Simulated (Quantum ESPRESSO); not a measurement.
CuAu3 under changes of volume

One of the cells (15.761 Å³/atom); the others are scaled copies at fixed shape and fractional positions:

```
Au Cu
1.0
     3.98000    0.00000    0.00000
     0.00000    3.98000    0.00000
     0.00000    0.00000    3.98000
Au Cu
3 1
Direct
  0.50000 0.50000 0.00000
  0.50000 0.00000 0.50000
  0.00000 0.50000 0.50000
  0.00000 0.00000 0.00000
```

```yaml
Program: Quantum ESPRESSO 7.5
Functional: PBEsol
Potentials_or_basis: GBRV 1.5 PBEsol
Cutoff: 762 eV
Density_cutoff: 6095 eV
k_mesh: 7 × 7 × 7
Occupations: fermi-dirac, width 0.05 eV
Spin: no spin polarisation
```

```tsv
volume (Å³/atom)	energy over the lowest point (meV/atom)	pressure (GPa)
14.816	26.98	11.1
15.131	?	?
15.446	1.00	2.3
15.761	0.00	-1.3
16.076	5.68	-4.5
16.392	17.17	-7.2
16.707	33.71	-9.6
```

Question: What does the run at 15.131 Å³/atom give?

Answer: Energy over the lowest point 9.63 meV/atom; pressure 6.4 GPa.

Worked out: A Birch-Murnaghan fit of order 3 (a polynomial in V^(-2/3)) to the other rows has its minimum at 15.65 Å³/atom with B0 = V·E''(V) = 176 GPa and B' = 5.8. It gives 9.62 meV/atom at 15.131 Å³/atom, against the run's 9.63, and -dE/dV = 6.5 GPa, against 6.4.

Energies are extrapolated to zero smearing.
